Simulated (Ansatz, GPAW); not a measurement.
Ta: programs and potentials compared

```
Ta
1.0
    -1.65128    1.65128    1.65128
     1.65128   -1.65128    1.65128
     1.65128    1.65128   -1.65128
Ta
1
Direct
  0.00000 0.00000 0.00000
```

Alike in all runs: task single point; functional PBE; k mesh 11 × 11 × 11; occupations gaussian, width 0.05 eV; no spin polarisation; no spin-orbit coupling. Pressure is positive in compression and, in plane waves, holds the error of the finite cutoff, which Ansatz's Pulay term estimates and takes out.

```tsv
program and potentials	plane-wave cutoff (eV)	notes	pressure (GPa)
Ansatz, Ansatz PAW	420	Pulay term of +0.06 GPa included	2.21
Ansatz, all-electron LAPW, scalar-relativistic	-	-	2.16
GPAW, GPAW PAW data sets (gpaw-data 1.2.1)	600	-	2.47
```

The pressure spans 2.16 (Ansatz, all-electron LAPW, scalar-relativistic) to 2.47 GPa (GPAW, GPAW PAW data sets (gpaw-data 1.2.1)), with all-electron results at 2.16.

Differences between rows come from potentials, basis sets and numerical settings, since the functional is the same but for its coding. Runs on potential files found faulty are left out.
